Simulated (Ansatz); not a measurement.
ZrC, 4 atoms in the cell. The typed cell holds 4 atoms: a = 3.391 Å, b = 3.391 Å, c = 5.290 Å, α = 90.00°, β = 90.00°, γ = 120.00°. The cell comes from a database or a generator and needn't be the stable form of this composition. The cell isn't the ideal one: atoms moved at random, drawn with an rms of 0.05 Å.

| Property | Result |
| --- | --- |
| Program | Ansatz 0.2.0 |
| Task | single point |
| Functional | PBEsol |
| Potentials or basis | all-electron LAPW, scalar-relativistic |
| Cutoff | 271 eV (chosen from the basis error) |
| Basis error allowed | 0.001 eV/atom |
| k mesh | 9 × 9 × 5 |
| Occupations | fermi-dirac, width 0.05 eV |
| Spin | no spin polarisation |

Potentials or basis: all-electron LAPW, scalar-relativistic.

Launch:

```console
$ ansatz run input.yaml --threads 2 --pin off --max-ram 8192MiB --backend cpu --events-out ev --progress --plain --runs-dir out
```

Hardware: 2 threads of Arm Neoverse V2 (shared host).

Problem. Estimate the wall time of this run.

Solution. It took 110 s on 2 threads of Arm Neoverse V2, on a shared host, peak memory 0.93 GiB. Counts: scf iterations 11, plane waves 537, k points 203, bands 44.
